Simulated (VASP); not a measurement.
## A VASP 6.6.1 single-point calculation on InP

INCAR

```
ISMEAR = -5
IBRION = -1
LWAVE = .FALSE.
LREAL = .FALSE.
LASPH = .TRUE.
NBANDS = 16
EDIFF = 1E-7
ISIF = 2
SIGMA = 0.02
ENCUT = 520
PREC = Accurate
LCHARG = .FALSE.
GGA = PE
NSW = 0
NELM = 79
```

KPOINTS

```
KPOINTS created by Atomic Simulation Environment
0
Gamma
1 1 1
0 0 0
```

POSCAR

```
In P
 1.0000000000000000
     0.0000000000000000    2.9537876347999998    2.9833255111999999
     2.9537876347999998    0.0000000000000000    2.9833255111999999
     2.9537876347999998    2.9537876347999998    0.0000000000000000
 In  P
   1   1
Cartesian
  0.0000000000000000  0.0000000000000000  0.0000000000000000
  1.4768938173999999  1.4768938173999999  1.4916627555999999
```

The recommended PBE PAW datasets give the neutral cell 18 valence electrons.

Command

```
mpirun -np 1 vasp_std
```

Standard output (part)

```
POSCAR found type information on POSCAR InP
 POSCAR found :  2 types and       2 ions
 LDA part: xc-table for (Slater+PW92), standard interpolation
|     EEEEEEE  RRRRRR   RRRRRR   OOOOOOO  RRRRRR      ###     ###     ###     |
|     E        R     R  R     R  O     O  R     R     ###     ###     ###     |
|     E        R     R  R     R  O     O  R     R     ###     ###     ###     |
|     EEEEE    RRRRRR   RRRRRR   O     O  RRRRRR       #       #       #      |
|     E        R    R   R    R   O     O  R    R      ###     ###     ###     |
|     EEEEEEE  R     R  R     R  OOOOOOO  R     R     ###     ###     ###     |
|     IBZKPT: tetrahedron method fails for NKPT<4. NKPT = 1                   |
|       ---->  I REFUSE TO CONTINUE WITH THIS SICK JOB ... BYE!!! <----       |
```

VASP stopped before the first electronic step.

The fault: tetrahedra on too few k points.

The run took about 0.9 s on one core of a shared host (Intel Xeon Platinum 8488C).
